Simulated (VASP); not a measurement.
Here is a VASP 6.6.1 calculation.

Contents of INCAR:

```
PREC     = Accurate       # precision mode
ENCUT    = 520            # plane-wave cutoff, eV
EDIFF    = 1E-7           # SCF threshold, eV
ISMEAR   = 0              # smearing method
SIGMA    = 0.1            # smearing width, eV
LREAL    = F              # projectors in reciprocal space
LASPH    = T              # aspherical terms in the spheres
NELM     = 150            # most SCF steps
ALGO     = Normal         # electronic algorithm
ISIF     = 2              # what is computed and relaxed
LWAVE    = F              # write WAVECAR
LCHARG   = F              # write CHGCAR
ISPIN    = 2              # spin polarisation
MAGMOM   = 2.7 0.34       # initial moments
LORBIT   = 11             # projections on sites
LMAXMIX  = 4              # l up to which the mixer works
GGA      = PE             # functional
NBANDS   = 18             # bands
```

KPOINTS

```
regular mesh
0
Gamma
  18 18 18
```

POSCAR

```
CoO
1.0
    1.5453428135      0.8922040894      2.2984950552
   -1.5453428135      0.8922040894      2.2984950552
    0.0000000000     -1.7844081787      2.2984950552
Co O
1 1
Direct
    0.0000000000      0.0000000000      0.0000000000
    0.5000000000      0.5000000000      0.5000000000
```

Potentials or basis: VASP PAW PBE potentials, release 64 (Co, O).

Launch:

```console
$ cat potpaw_PBE.64/Co/POTCAR potpaw_PBE.64/O/POTCAR > POTCAR
$ mpirun -np 1 vasp_std > vasp.out
```

Problem. Predict the net moment.

Solution. 2.85 μB per cell.

Problem. Predict the pressure.

Solution. -0.6 GPa.

Problem. Predict the band gap on the k mesh.

Solution. None (metal or under the smearing width).

Stress tensor (GPa, compression positive):
```
-0.72  0.00  0.00
 0.00 -0.72  0.00
 0.00  0.00 -0.47
```

Caveat: a cell with one magnetic atom can't hold antiferromagnetic order, which such compounds often take; semilocal functionals often make such compounds metallic where correlation or magnetic order opens a gap, which also shifts bond lengths. With open d or f shells a metallic result of PBE can be an artefact of self-interaction; +U or a hybrid may open a gap.
